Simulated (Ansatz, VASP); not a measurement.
Ta in VASP and in Ansatz

```
CELL_PARAMETERS angstrom
-1.69782 1.69782 1.56199
1.69782 -1.69782 1.56199
1.69782 1.69782 -1.56199
ATOMIC_POSITIONS crystal
Ta 0.00000 0.00000 0.00000
```

Alike in both runs: task single point; functional PBE; k mesh 22 × 22 × 22; occupations gaussian, width 0.15 eV; no spin polarisation.

```csv
,VASP,Ansatz
version,VASP 6.6.1,Ansatz 0.2.0
potentials or method,"VASP PAW PBE potentials, release 64 (Ta_pv)","scalar-relativistic, plane waves, PAW"
plane-wave cutoff (eV),520,420
valence electrons in the cell,11,13
```

|  | VASP | Ansatz | Ansatz less VASP |
| --- | --- | --- | --- |
| gap on the k mesh at the Fermi level (eV) | none | none | - |
| pressure (GPa) | 3.7 | 3.6 | -0.11 |
| largest component of the traceless stress (GPa) | 4.63 | 4.66 | +0.024 |

A gap of «none» marks a metal or a gap that the smearing closes. The two sets of potentials don't hold the same shells in valence.

The runs have no spin-orbit coupling, so splittings on Ta are missing.
